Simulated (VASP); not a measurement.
# Sr (P6_3/mmc) in VASP: notebook, part 2 of 2

VASP 6.6.1. The steps go on from the part before.

### 4 Single point, PBE

File INCAR:

```
SYSTEM = Sr
  ADDGRID = .False.
  ALGO = Normal
  EDIFF = 1E-6
  ENCUT = 600
  GGA = PE
  ISIF = 2
  ISMEAR = 0
  LASPH = .True.
  LCHARG = .False.
  LREAL = .False.
  LWAVE = .False.
  NBANDS = 17
  NELM = 100
  PREC = Accurate
  SIGMA = 0.15
```

File KPOINTS:

```
k-points
0
Gamma
  2 2 1
  0 0 0
```

File POSCAR:

```
Sr
1.0
    4.3100000000      0.0000000000      0.0000000000
   -2.1550000000      3.7325694903      0.0000000000
    0.0000000000      0.0000000000      7.0500000000
Sr
2
Direct
    0.6666666667      0.3333333333      0.7500000000
    0.3333333333      0.6666666667      0.2500000000
```

Potentials or basis: VASP PAW PBE potentials, release 64 (Sr_sv).

On the command line:

```console
$ cat potpaw_PBE.64/Sr_sv/POTCAR > POTCAR
$ mpirun -np 1 vasp_std > vasp.out
```

OUTCAR:

```text
SYSTEM = Sr
   EDIFF = 1E-6
   ENCUT = 600
   GGA = PE
   ISIF = 2
   ISMEAR = 0
   LASPH = .True.
   LREAL = .False.
   NELM = 100
   PREC = Accurate

 Found      2 irreducible k-points:

 Following reciprocal coordinates:
            Coordinates               Weight
  0.000000  0.000000  0.000000      1.000000
  0.500000  0.000000  0.000000      3.000000
   k-points           NKPTS =      2   k-points in BZ     NKDIM =      2   number of bands    NBANDS=     17
   number of dos      NEDOS =    301   number of ions     NIONS =      2
   total plane-waves  NPLWV =  72576
   dimension x,y,z NGX =    36 NGY =   36 NGZ =   56
   dimension x,y,z NGXF=    72 NGYF=   72 NGZF=  112
   ions per type =               2
   NGX,Y,Z   is equivalent  to a cutoff of  13.89, 13.89, 13.21 a.u.
   NGXF,Y,Z  is equivalent  to a cutoff of  27.77, 27.77, 26.41 a.u.
 SYSTEM =  Sr
   PREC   = accura    normal or accurate (medium, high low for compatibility)
   ISTART =      0    job   : 0-new  1-cont  2-samecut
   ICHARG =      2    charge: 1-file 2-atom 10-const
   ISPIN  =      1    spin polarized calculation?
   LNONCOLLINEAR =      F non collinear calculations
   LSORBIT =      F    spin-orbit coupling
   LASPH  =      T    aspherical Exc in radial PAW
   ENCUT  =  600.0 eV  44.10 Ry    6.64 a.u.   8.61  8.61 14.08*2*pi/ulx,y,z
   NELM   =    100;   NELMIN=  2; NELMDL= -5     # of ELM steps
   EDIFF  = 0.1E-05   stopping-criterion for ELM
   LREAL  =      F    real-space projection
   EDIFFG = 0.1E-04   stopping-criterion for IOM
   NSW    =      0    number of steps for IOM
   IBRION =     -1    ionic relax: 0-MD 1-quasi-New 2-CG
   NFREE  =      0    steps in history (QN), initial steepest desc. (CG)
   ISIF   =      2    stress and relaxation
   ISYM   =      2    0-nonsym 1-usesym 2-fastsym
   POTIM  = 0.5000    time-step for ionic-motion
   TEBEG  =    0.0;   TEEND  =   0.0 temperature during run
   PSTRESS=    0.0 pullay stress
   NELECT =      20.0000    total number of electrons
   NUPDOWN=      -1.0000    fix difference up-down
   EMIN   =  10.00;   EMAX   =-10.00  energy-range for DOS
   EFERMI =   0.00;   METHOD = LEGACY
   ISMEAR =     0;   SIGMA  =   0.15  broadening in eV -4-tet -1-fermi 0-gaus
   EFERMI_NEDOS =   21; number of points for ismear=-14 and -15
   IALGO  =     38    algorithm
   IMIX   =      4    mixing-type and parameters
     AMIX     =   0.40;   BMIX     =  1.00
     AMIX_MAG =   1.60;   BMIX_MAG =  1.00
  volume/ion in A,a.u.               =      56.71       382.68
  Fermi-wavevector in a.u.,A,eV,Ry     =   0.918037  1.734838 11.466874  0.842791
  Thomas-Fermi vector in A             =   2.043073
   LORBIT       =      0    0 simple, 1 ext, 2 COOP (PROOUT), +10 PAW based schemes
   GGA     = PE    functional components
   LHFCALC =     F    Hartree Fock is set to
   AEXX    =    0.0000 exact exchange contribution
   IVDW    =     0    specifies the selected vdW correction
   LEPSILON=     F    determine dielectric tensor
   LRPA    =     F    only Hartree local field effects (RPA)
 non-spin polarized calculation
 Gauss-broadening in eV      SIGMA  =   0.15
  energy-cutoff  :      600.00
  volume of cell :      113.42
 maximum number of plane-waves:      3791
 NGX is ok and might be reduce to    36
   NGX = 17   NGY = 17   NGZ = 29

 number of electron      20.0000000 magnetization

 Free energy of the ion-electron system (eV)
  ---------------------------------------------------
  ext. energy  EPLUGINS =         0.00000000
  ---------------------------------------------------
  free energy    TOTEN  =        -3.15660604 eV

  energy without entropy =       -3.15252878  energy(sigma->0) =       -3.15456741

 E-fermi :   1.2403     XC(G=0):  -7.2531

 val. band max:        0.9630712476   @ k =   0.5000   0.0000   0.0000
 cond. band min:       1.4841205318   @ k =   0.0000   0.0000   0.0000
 fundamental gap:      0.5210492842
 Fermi energy:         1.2402736600

 k-point     1 :       0.0000    0.0000    0.0000
  band No.  band energies     occupation
      1     -35.2032      2.00000
      2     -35.1912      2.00000
      3     -17.3464      2.00000
      4     -17.1729      2.00000
      5     -17.0779      2.00000
      6     -17.0779      2.00000
      7     -17.0537      2.00000
      8     -17.0537      2.00000
      9      -2.1170      2.00000
     10       0.3893      2.00000
     11       1.4841      0.02150
     12       3.6901      0.00000
     13       3.8008      0.00000
     14       3.8008      0.00000
     15       4.1960      0.00000
     16       4.1960      0.00000
     17       4.6248      0.00000

 k-point     2 :       0.5000    0.0000    0.0000
  band No.  band energies     occupation
      1     -35.1912      2.00000
      2     -35.1873      2.00000
      3     -17.2701      2.00000
      4     -17.2139      2.00000
      5     -17.2125      2.00000
      6     -17.1857      2.00000
      7     -17.1178      2.00000
      8     -17.0780      2.00000
      9       0.3611      2.00000
     10       0.9631      1.99104
     11       1.5715      0.00179
     12       1.7395      0.00000
     13       2.7369      0.00000
     14       3.3521      0.00000
     15       3.6325      0.00000
     16       5.6476      0.00000
     17       6.2710      0.00000

------------------------ aborting loop because EDIFF is reached ----------------------------------------

  FORCE on cell =-STRESS in cart. coord.  units (eV):
  Direction    XX          YY          ZZ          XY          YZ          ZX
  --------------------------------------------------------------------------------------
  -------------------------------------------------------------------------------------
  Total        1.0462209      1.0462209     -2.5280950      0.0000000      0.0000000      0.0000000
  in kB       14.7794977     14.7794977    -35.7132755      0.0000000      0.0000000      0.0000000
  external PRESSURE =      -2.0514267 kB  Pullay stress =       0.0000000 kB

 VOLUME and BASIS-vectors are now :
 -----------------------------------------------------------------------------
  energy-cutoff  :      600.00
  volume of cell :      113.42
      direct lattice vectors                 reciprocal lattice vectors
     4.310000000  0.000000000  0.000000000     0.232018561  0.133955979  0.000000000
    -2.155000000  3.732569490  0.000000000     0.000000000  0.267911958  0.000000000
     0.000000000  0.000000000  7.050000000     0.000000000  0.000000000  0.141843972

 POSITION                                       TOTAL-FORCE (eV/Angst)
 -----------------------------------------------------------------------------------
      2.15500      1.24419      5.28750         0.000000     -0.000000      0.000000
     -0.00000      2.48838      1.76250        -0.000000      0.000000      0.000000
 -----------------------------------------------------------------------------------
    total drift:                                0.000000     -0.000000      0.000000

  FREE ENERGIE OF THE ION-ELECTRON SYSTEM (eV)
  ---------------------------------------------------
  free  energy   TOTEN  =        -3.1566060385 eV

  energy  without entropy=       -3.1525287790  energy(sigma->0) =       -3.15456741
```

stdout:

```text
POSCAR found type information on POSCAR Sr
 POSCAR found :  1 types and       2 ions
 scaLAPACK will be used
 LDA part: xc-table for (Slater+PW92), standard interpolation
 POSCAR, INCAR and KPOINTS ok, starting setup
 FFT: planning ... GRIDC
 FFT: planning ... GRID_SOFT
 FFT: planning ... GRID
 WAVECAR not read
 entering main loop
```

Wall time 4.5 s (1 thread of Intel Xeon 6975P-C (Granite Rapids), shared host); peak memory 0.23 GiB.

These settings aren't checked as converged: the numbers below hold their error.

What came out:

```
Free energy : -3.1566 eV
Pressure    : -0.2 GPa
```

Caveat: the k mesh is coarse (spacing up to 0.89 Å⁻¹), so the values aren't converged; the mesh shows a gap though the element is a metal.
